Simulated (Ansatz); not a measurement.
# BN: the cost of one run

Program: Ansatz 0.2.0. Level of theory: DFT PBEsol, scalar-relativistic, plane waves, PAW. These are calculated values, not measurements.

1 further run of the same task is left out (set aside as unsound or not needed).

## 1. The system as given

It takes space group F-43m (No. 216, cubic). The conventional cell has a = 3.626 Å, b = 3.626 Å, c = 3.626 Å, α = 90.00°, β = 90.00°, γ = 90.00°. B (site symmetry -43m) is surrounded by 4 N at 1.57 Å. N (site symmetry -43m) has 4 B at 1.57 Å as nearest neighbours.

Coordinates:

```cif
data_structure
_symmetry_space_group_name_H-M 'P 1'
_symmetry_Int_Tables_number 1
_cell_length_a 2.5640
_cell_length_b 2.5640
_cell_length_c 2.5640
_cell_angle_alpha 60.000
_cell_angle_beta 60.000
_cell_angle_gamma 60.000
_cell_volume 11.92
loop_
_atom_site_label
_atom_site_type_symbol
_atom_site_fract_x
_atom_site_fract_y
_atom_site_fract_z
_atom_site_occupancy
B1 B 0.00000 0.00000 0.00000 1
N1 N 0.75000 0.75000 0.75000 1
```

The structure comes from the Materials Project (structure only).

## 6. The grid

The energy is mapped over two normal modes frozen in (zone-centre modes of the cell shown).

- amplitude of mode 4 (1045 cm⁻¹), largest displacement: 9 values from −0.088 to 0.088 Å
- amplitude of mode 6 (1045 cm⁻¹), largest displacement: 9 values from −0.088 to 0.088 Å

Nothing else is relaxed (the cell and all other modes fixed). Energies count from the relaxed high-symmetry cell. Points are written as (first, second).

Displacement patterns for an amplitude of 1 (Å):

```tsv
atom	x1	y1	z1	x2	y2	z2
B1	1.000	0.000	0.000	0.000	1.000	0.000
N2	-0.772	0.000	0.000	0.000	-0.772	0.000
```

(The set-up runs are not shown.)

## 7. Point (−0.044 Å, 0.000 Å)

input.yaml

```yaml
crystal:
  lattice:
    - [0.0, 1.802602496, 1.802602496]
    - [1.802602496, 0.0, 1.802602496]
    - [1.802602496, 1.802602496, 0.0]
  atoms:
    - { symbol: B, position: [0.0122045765, -0.0122045765, -0.0122045765] }
    - { symbol: "N", position: [0.7405810329, 0.7594189671, 0.7594189671] }
basis:
  ecutwfc: 520.0
kpoints:
  mp_grid: { grid: [12, 12, 12] }
hamiltonian:
  xc: pbesol
  pseudopotentials: { kind: paw, azcp: { folder: soft_1 } }
scf:
  occupations: { method: gaussian, width: 0.05 }
output:
  forces: true
  stress: true
  eigenvalues: true
```

The run is started by

```console
$ ansatz run input.yaml --threads 1 --pin off --max-ram 2048MiB --backend cpu --events-out ev --progress --plain --runs-dir out
```

**Question.** How long does this run take on 1 thread of Arm Neoverse N1, shared host, and how much memory does it need?

About 7.2 s, with a peak of 0.31 GiB.
